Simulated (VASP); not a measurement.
Wanted: the native input for a VASP 6.6.1 run.

- Task: relaxation of cell and atoms
- Functional: PBE
- Dispersion: D3(BJ)
- Potentials or basis: VASP PAW PBE potentials, release 64 (Mo_sv, S)
- Cutoff: 600 eV
- k mesh: 12 × 12 × 4
- Occupations: gaussian, width 0.02 eV
- Spin: no spin polarisation
- Further INCAR settings: ALGO = Normal; EDIFF = 1e-07; IBRION = 2; EDIFFG = -0.004; NSW = 80; ISIF = 3

The structure of MoS2 lies in POSCAR:

```
MoS2
1.0
    3.1690000000      0.0000000000      0.0000000000
   -1.5845000000      2.7444345000      0.0000000000
    0.0000000000      0.0000000000     12.3240000000
Mo S
2 4
Direct
    0.3333333300      0.6666666700      0.2500000000
    0.6666666700      0.3333333300      0.7500000000
    0.3333333300      0.6666666700      0.6230000000
    0.6666666700      0.3333333300      0.1230000000
    0.3333333300      0.6666666700      0.8770000000
    0.6666666700      0.3333333300      0.3770000000
```

These files were run (other wordings do the same):

INCAR

```
SYSTEM = MoS2
PREC = Accurate
ENCUT = 600
EDIFF = 1E-7
ISMEAR = 0
SIGMA = 0.02
LREAL = .False.
LASPH = .True.
NELM = 80
ALGO = Normal
ISIF = 3
LWAVE = .False.
LCHARG = .False.
GGA = PE
IVDW = 12
IBRION = 2
NSW = 80
EDIFFG = -0.004
```

KPOINTS

```
regular mesh
0
Gamma
  12 12 4
  0 0 0
```

Potentials or basis: VASP PAW PBE potentials, release 64 (Mo_sv, S).

Run with:

```sh
$ cat potpaw_PBE.64/Mo_sv/POTCAR potpaw_PBE.64/S/POTCAR > POTCAR
$ mpirun -np 1 vasp_std > vasp.out
```

It gave:

The relaxed volume is 17.29 Å³/atom. The relaxed cell is a = 3.149 Å, b = 3.149 Å, c = 12.082 Å, α = 90.00°, β = 90.00°, γ = 120.00° and the space group after relaxing (to 0.05 Å) is P6_3/mmc (No. 194). The energy gained by relaxing is 2.8 meV/atom and the ionic steps are 12. The pressure after relaxing is 0.0 GPa and the band gap on the k mesh is 0.80 eV, indirect (least direct gap 1.71 eV). The dispersion energy per atom is -0.438 eV.

It took 19 min on 1 thread of Intel(R) Xeon(R) Platinum 8488C (Sapphire Rapids), on a shared host, peak memory 0.39 GiB.
